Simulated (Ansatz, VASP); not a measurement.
## B in VASP and in Ansatz

```
B
1.0
     3.64749    0.00000    0.00000
     0.00000    3.64749    0.00000
     0.00000    0.00000    3.64749
B
8
Direct
  0.00000 0.00000 0.00000
  0.50000 0.50000 0.50000
  0.25000 0.00000 0.50000
  0.75000 0.00000 0.50000
  0.50000 0.25000 0.00000
  0.50000 0.75000 0.00000
  0.00000 0.50000 0.25000
  0.00000 0.50000 0.75000
```

Alike in both runs: functional r2SCAN; k mesh 7 × 7 × 7; occupations fermi-dirac, width 0.1 eV; no spin polarisation.

Ansatz relaxed the structure, and its values are those at the end. VASP's run is a single point on that final structure, the one shown.

|  | VASP | Ansatz |
| --- | --- | --- |
| version | VASP 6.6.1 | Ansatz 0.2.0 |
| potentials or method | VASP PAW PBE potentials, release 64 (B) | plane waves (500 eV) with PAW, scalar-relativistic |
| plane-wave cutoff (eV) | 520 | 500 |
| valence electrons in the cell | 24 | 24 |

```csv
,VASP,Ansatz,Ansatz less VASP
pressure (GPa),-0.1,0.0,+0.12
```

Caveats: the PAW data sets were made with another functional, which shifts forces and pressure a little (VASP).
